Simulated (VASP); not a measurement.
# MoS2 in VASP: further runs

One sheet, MoS2, is run at these levels: PBE+D3(BJ); tasks: single point.

Program: VASP 6.6.1. These are calculated values, not measurements. Logs are shortened: lines on timing, memory, paths and dates and some standing lists are left out, and cuts for length are marked.

## (1) Starting point

The cell holds a sheet with vacuum, 6 atoms: a = 3.152 Å, b = 3.152 Å, c = 24.270 Å, α = 90.00°, β = 90.00°, γ = 120.00°.

The cell was built by a generator and needn't be a form met in nature.

## (2) Single point, PBE+D3(BJ)

INCAR

```
SYSTEM = MoS2
PREC = Accurate
ENCUT = 520
EDIFF = 1E-6
ISMEAR = 0
SIGMA = 0.01
LREAL = .False.
LASPH = .True.
NELM = 100
ALGO = Fast
ISIF = 2
LWAVE = .False.
LCHARG = .False.
GGA = PE
IVDW = 12
NBANDS = 35
```

KPOINTS

```
Automatic mesh
0
Gamma
  12 12 1
  0 0 0
```

POSCAR

```
MoS2
1.0
    3.1516165306      0.0000000000      0.0000000000
   -1.5758082653      2.7293799785      0.0000000000
    0.0000000000      0.0000000000     24.2700000000
S Mo
4 2
Direct
    0.3333333333      0.6666666667      0.3105504032
    0.3333333333      0.6666666667      0.4396673094
    0.6666666667      0.3333333333      0.5603326906
    0.6666666667      0.3333333333      0.6894495968
    0.6666666667      0.3333333333      0.3751407432
    0.3333333333      0.6666666667      0.6248592568
```

Potentials or basis: VASP PAW PBE potentials, release 64 (S, Mo_sv).

Launch:

```sh
> cat potpaw_PBE.64/S/POTCAR potpaw_PBE.64/Mo_sv/POTCAR > POTCAR
> mpirun -np 1 vasp_std > vasp.out
```

OUTCAR:

```text
SYSTEM = MoS2
   PREC = Accurate
   ENCUT = 520
   EDIFF = 1E-6
   ISMEAR = 0
   LREAL = .False.
   LASPH = .True.
   NELM = 100
   ISIF = 2
   GGA = PE
   IVDW = 12
 IVDW          = 12

 ion  position               nearest neighbor table
   1  0.333  0.667  0.311-   5 2.40   5 2.40   5 2.40
   2  0.333  0.667  0.440-   5 2.40   5 2.40   5 2.40
   3  0.667  0.333  0.560-   6 2.40   6 2.40   6 2.40
   4  0.667  0.333  0.689-   6 2.40   6 2.40   6 2.40
   5  0.667  0.333  0.375-   2 2.40   2 2.40   2 2.40   1 2.40   1 2.40   1 2.40
   6  0.333  0.667  0.625-   3 2.40   3 2.40   3 2.40   4 2.40   4 2.40   4 2.40

  LATTYP: Found a hexagonal cell.
 ALAT       =     3.1516165306
 C/A-ratio  =     7.7008099699

  Lattice vectors:

 A1 = (   3.1516165306,   0.0000000000,   0.0000000000)
 A2 = (  -1.5758082653,   2.7293799785,   0.0000000000)
 A3 = (   0.0000000000,   0.0000000000,  24.2700000000)

Analysis of symmetry for initial positions (statically):
=====================================================================
 Subroutine PRICEL returns:
 Original cell was already a primitive cell.

 Routine SETGRP: Setting up the symmetry group for a
 hexagonal supercell.

 Subroutine GETGRP returns: Found 12 space group operations
 (whereof 12 operations were pure point group operations)
 out of a pool of 24 trial point group operations.

The static configuration has the point symmetry D_3d.

Analysis of symmetry for dynamics (positions and initial velocities):
=====================================================================
 Subroutine PRICEL returns:
 Original cell was already a primitive cell.

 Routine SETGRP: Setting up the symmetry group for a
 hexagonal supercell.

 Subroutine GETGRP returns: Found 12 space group operations
 (whereof 12 operations were pure point group operations)
 out of a pool of 24 trial point group operations.

The dynamic configuration has the point symmetry D_3d.

 Subroutine INISYM returns: Found 12 space group operations
 (whereof 12 operations are pure point group operations),
 and found     1 'primitive' translations

----------------------------------------------------------------------------------------

                                     Primitive cell

  volume of cell :     208.7695

  direct lattice vectors                    reciprocal lattice vectors
     3.151616531  0.000000000  0.000000000     0.317297485  0.183191789  0.000000000
    -1.575808265  2.729379978  0.000000000     0.000000000  0.366383577  0.000000000
[... 94 lines left out ...]
   ISYM   =      2    0-nonsym 1-usesym 2-fastsym
   POTIM  = 0.5000    time-step for ionic-motion
   TEBEG  =    0.0;   TEEND  =   0.0 temperature during run
   PSTRESS=    0.0 pullay stress
   NELECT =      52.0000    total number of electrons
   NUPDOWN=      -1.0000    fix difference up-down
   EMIN   =  10.00;   EMAX   =-10.00  energy-range for DOS
   EFERMI =   0.00;   METHOD = LEGACY
   ISMEAR =     0;   SIGMA  =   0.01  broadening in eV -4-tet -1-fermi 0-gaus
   EFERMI_NEDOS =   21; number of points for ismear=-14 and -15
   IALGO  =     68    algorithm
   IMIX   =      4    mixing-type and parameters
     AMIX     =   0.40;   BMIX     =  1.00
     AMIX_MAG =   1.60;   BMIX_MAG =  1.00
  volume/ion in A,a.u.               =      34.79       234.81
  Fermi-wavevector in a.u.,A,eV,Ry     =   1.030039  1.946491 14.435507  1.060980
  Thomas-Fermi vector in A             =   2.164117
   LORBIT       =      0    0 simple, 1 ext, 2 COOP (PROOUT), +10 PAW based schemes
   GGA     = PE    functional components
   LHFCALC =     F    Hartree Fock is set to
   AEXX    =    0.0000 exact exchange contribution
   IVDW    =    12    specifies the selected vdW correction
   LEPSILON=     F    determine dielectric tensor
   LRPA    =     F    only Hartree local field effects (RPA)
 non-spin polarized calculation
 RMM-DIIS sequential band-by-band and
 Gauss-broadening in eV      SIGMA  =   0.01
  energy-cutoff  :      520.00
  volume of cell :      208.77
 maximum number of plane-waves:      5652
 NGX is ok and might be reduce to    24
   NGX = 11   NGY = 11   NGZ = 91

 number of electron      52.0000000 magnetization

 Free energy of the ion-electron system (eV)
  ---------------------------------------------------
  ext. energy  EPLUGINS =         0.00000000
  ---------------------------------------------------
  free energy    TOTEN  =       -43.62085523 eV

  energy without entropy =      -43.62085523  energy(sigma->0) =      -43.62085523

 E-fermi :   1.3022     XC(G=0):  -5.9245

 val. band max:        1.1165955843   @ k =   0.0000   0.0000   0.0000
 cond. band min:       2.3426938452   @ k =   0.1667   0.1667   0.0000
 fundamental gap:      1.2260982609
 Fermi energy:         1.3021618099

 k-point     1 :       0.0000    0.0000    0.0000
  band No.  band energies     occupation
      1     -60.1956      2.00000
      2     -60.1956      2.00000
      3     -34.3573      2.00000
      4     -34.3573      2.00000
      5     -34.1173      2.00000
      6     -34.1173      2.00000
[... 711 lines left out ...]
     34       5.6294      0.00000
     35       7.5405      0.00000

------------------------ aborting loop because EDIFF is reached ----------------------------------------

 Edisp (eV)   -2.25510

 E8    (eV) :    -0.9412

  FORCE on cell =-STRESS in cart. coord.  units (eV):
  Direction    XX          YY          ZZ          XY          YZ          ZX
  --------------------------------------------------------------------------------------
  -------------------------------------------------------------------------------------
  Total      -0.07138    -0.07138    -0.13239    -0.00000     0.00000     0.00000
  in kB      -0.54779    -0.54779    -1.01599    -0.00000     0.00000     0.00000
  external pressure =       -0.70 kB  Pullay stress =        0.00 kB

 VOLUME and BASIS-vectors are now :
 -----------------------------------------------------------------------------
  energy-cutoff  :      520.00
  volume of cell :      208.77
      direct lattice vectors                 reciprocal lattice vectors
     3.151616531  0.000000000  0.000000000     0.317297485  0.183191789  0.000000000
    -1.575808265  2.729379978  0.000000000     0.000000000  0.366383577  0.000000000
     0.000000000  0.000000000 24.270000000     0.000000000  0.000000000  0.041203131

 POSITION                                       TOTAL-FORCE (eV/Angst)
 -----------------------------------------------------------------------------------
     -0.00000      1.81959      7.53706        -0.000000      0.000000      0.012439
     -0.00000      1.81959     10.67073         0.000000     -0.000000     -0.012702
      1.57581      0.90979     13.59927        -0.000000      0.000000      0.012702
      1.57581      0.90979     16.73294        -0.000000     -0.000000     -0.012439
      1.57581      0.90979      9.10467        -0.000000      0.000000     -0.000627
     -0.00000      1.81959     15.16533         0.000000     -0.000000      0.000627
 -----------------------------------------------------------------------------------
    total drift:                                0.000000      0.000000      0.000000

  FREE ENERGIE OF THE ION-ELECTRON SYSTEM (eV)
  ---------------------------------------------------
  free  energy   TOTEN  =       -45.8759578096 eV

  energy  without entropy=      -45.8759578096  energy(sigma->0) =      -45.87595781
```

Wall time 2.4 min (1 thread of Intel Xeon Platinum 8375C at 2.90GHz (Ice Lake), shared host); peak memory 0.38 GiB.

What came out:

```yaml
Free_energy: -45.8760 eV
Largest_force: 0.013 eV/Å
Band_gap_on_the_k_mesh: 1.23 eV, indirect (least direct gap 1.75 eV)
Dispersion_energy_per_atom: -0.376 eV
```

Forces on the atoms (eV/Å):
```
S    0.000  0.000  0.012
S    0.000  0.000 -0.013
S    0.000  0.000  0.013
S    0.000  0.000 -0.012
Mo   0.000  0.000 -0.001
Mo   0.000  0.000  0.001
```

As with any semilocal functional, this PBE gap is likely too small.

(Continued in part 2 of 2.)
